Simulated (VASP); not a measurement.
Output of a VASP run:

OSZICAR:
```
       N       E                     dE             d eps       ncg     rms          rms(c)
DAV:   1     0.104637308105E+03    0.10464E+03   -0.70220E+03   480   0.115E+03
DAV:   2     0.423309506678E+01   -0.10040E+03   -0.95199E+02   740   0.190E+02
DAV:   3    -0.316029913021E+01   -0.73934E+01   -0.73724E+01   568   0.595E+01
DAV:   4    -0.324102330049E+01   -0.80724E-01   -0.80668E-01   592   0.749E+00
DAV:   5    -0.324221560799E+01   -0.11923E-02   -0.11922E-02   608   0.912E-01    0.253E+00
DAV:   6    -0.273200299785E+01    0.51021E+00   -0.91503E-01   560   0.544E+00    0.169E+00
DAV:   7    -0.265905506613E+01    0.72948E-01   -0.24447E-01   676   0.298E+00    0.111E+00
DAV:   8    -0.264724561863E+01    0.11809E-01   -0.21558E-02   552   0.129E+00    0.148E-01
DAV:   9    -0.264630229644E+01    0.94332E-03   -0.38407E-03   704   0.455E-01    0.104E-01
DAV:  10    -0.264646772220E+01   -0.16543E-03   -0.44299E-04   536   0.234E-01    0.238E-02
DAV:  11    -0.264648481015E+01   -0.17088E-04   -0.24305E-05   580   0.611E-02    0.571E-03
DAV:  12    -0.264648625290E+01   -0.14427E-05   -0.83011E-06   572   0.261E-02    0.601E-03
DAV:  13    -0.264648542066E+01    0.83224E-06   -0.21560E-06   504   0.831E-03
   1 F= -.26464854E+01 E0= -.26464854E+01  d E =-.264649E+01
```

File OUTCAR:
```
------------------------ aborting loop because EDIFF is reached ----------------------------------------
  FORCE on cell =-STRESS in cart. coord.  units (eV):
  Direction    XX          YY          ZZ          XY          YZ          ZX
  --------------------------------------------------------------------------------------
  Total        0.0086574      0.0086574      0.0086574      0.0000000      0.0000000      0.0000000
  in kB        0.1858890      0.1858890      0.1858890      0.0000000      0.0000000      0.0000000
  external PRESSURE =       0.1858890 kB  Pullay stress =       0.0000000 kB
  volume of cell :       74.62
      direct lattice vectors                 reciprocal lattice vectors
     4.209991854  0.000000000  0.000000000     0.237530151  0.000000000  0.000000000
     0.000000000  4.209991854  0.000000000     0.000000000  0.237530151  0.000000000
     0.000000000  0.000000000  4.209991854     0.000000000  0.000000000  0.237530151
 POSITION                                       TOTAL-FORCE (eV/Angst)
 -----------------------------------------------------------------------------------
      0.00000      0.00000      0.00000         0.000000      0.000000      0.000000
      2.10500      2.10500      2.10500         0.000000      0.000000      0.000000
 -----------------------------------------------------------------------------------
    total drift:                                0.000000      0.000000     -0.000000
  FREE ENERGIE OF THE ION-ELECTRON SYSTEM (eV)
  ---------------------------------------------------
  free  energy   TOTEN  =        -2.6464854207 eV

  energy  without entropy=       -2.6464854207  energy(sigma->0) =       -2.64648542

 reached required accuracy - stopping structural energy minimisation
```
(Selected blocks of OUTCAR.)

POSCAR:
```
CsCl
1
    4.2099918539    -0.0000000000    -0.0000000000
    0.0000000000     4.2099918539     0.0000000000
   -0.0000000000     0.0000000000     4.2099918539
Cs Cl
1 1
Direct
  0.0000000000   0.0000000000   0.0000000000
  0.5000000000   0.5000000000   0.5000000000
```

Task: Reconstruct the remaining input files.

Result: Several could match; the one computed here: the input of the run itself, vdW-DF2, plane waves, VASP's PBE PAW potentials (set 64).

**KPOINTS**
```
kpoints
0
gamma
  6 6 6
0 0 0
```

**INCAR**
```
AGGAC = 0.0
ALGO = Normal
EDIFF = 1E-6
EDIFFG = -0.01
ENCUT = 520
GGA = ML
IBRION = 2
ISIF = 3
ISMEAR = 0
LASPH = .TRUE.
LCHARG = .FALSE.
LMAXMIX = 4
LREAL = .FALSE.
LUSE_VDW = .TRUE.
LWAVE = .FALSE.
NELM = 100
NSW = 60
PREC = Accurate
SIGMA = 0.05
SYSTEM = CsCl
ZAB_VDW = -1.8867
```

POTCAR, in this order: Cs_sv Cl (PBE.64 set). Program: vasp_std.

The compound is CsCl in the CsCl type structure. It was relaxed first, which changed the volume by +7 %. The start is the result of an earlier pass.
